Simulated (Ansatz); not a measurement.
Li3N:
```xyz
4
Lattice="3.6344 0.0000 0.0000 -1.8172 3.1474 0.0000 0.0000 0.0000 3.8648" Properties=species:S:1:pos:R:3 pbc="T T T"
Li     0.0000     0.0000     1.9324
Li     0.0000     2.0983     0.0000
Li     1.8172     1.0491     0.0000
N      0.0000     0.0000     0.0000
```

Relaxed with PBE. Independent-particle spectrum: no excitons, no local fields, no scissors shift; 0.1 eV broadening; ε₁ of the summed bands alone.

Q: Tabulate the dielectric function from the program Ansatz at the PBE level (PAW).

A: 

```tsv
E (eV)	ε₁ xx	ε₂ xx	ε₁ zz	ε₂ zz
0.0	6.18	0.00	6.15	0.00
0.5	6.35	0.00	6.24	0.00
1.0	7.01	0.00	6.56	0.00
1.5	8.34	1.28	7.24	0.01
2.0	10.11	5.50	8.61	0.16
2.5	5.46	7.98	12.30	1.00
3.0	2.61	6.10	13.01	9.36
3.5	1.49	6.07	7.49	16.04
4.0	-0.74	3.72	-10.07	11.16
4.5	0.29	2.02	-4.53	3.81
5.0	1.03	1.16	-2.36	2.12
5.5	2.11	0.92	-0.84	2.31
6.0	3.42	1.89	-1.20	1.81
6.5	2.21	2.32	-0.95	1.10
7.0	2.79	2.32	-0.32	0.61
7.5	3.24	3.53	0.19	0.54
8.0	2.08	4.05	0.91	0.64
8.5	-0.27	4.54	0.78	0.66
9.0	-1.13	3.41	0.97	1.39
9.5	-0.91	2.34	0.49	1.14
10.0	-0.85	1.76	0.73	1.09
10.5	-0.44	1.24	0.41	0.89
11.0	-0.42	1.29	0.54	0.79
11.5	-0.15	1.17	0.78	0.59
12.0	-0.39	0.78	1.01	0.52
```

Q: From ε at 2.2 eV (xx: 8.01 + 6.97i), find n, k, the normal reflectivity and the absorption coefficient.

A: n = 3.05, k = 1.142, R = 31 %, α = 2kE/ħc = 250000 cm⁻¹.

With all bands, ε∞ without local fields is 6.24 (xx = yy), 6.21 (zz). DFPT, with local fields, gives 6.02 (xx = yy), 5.61 (zz).

Space group P6/mmm. Symmetry was held in the PBE relaxation. At this level the phase is dynamically unstable (imaginary phonons).

Potentials: the later of the program's two PAW sets.
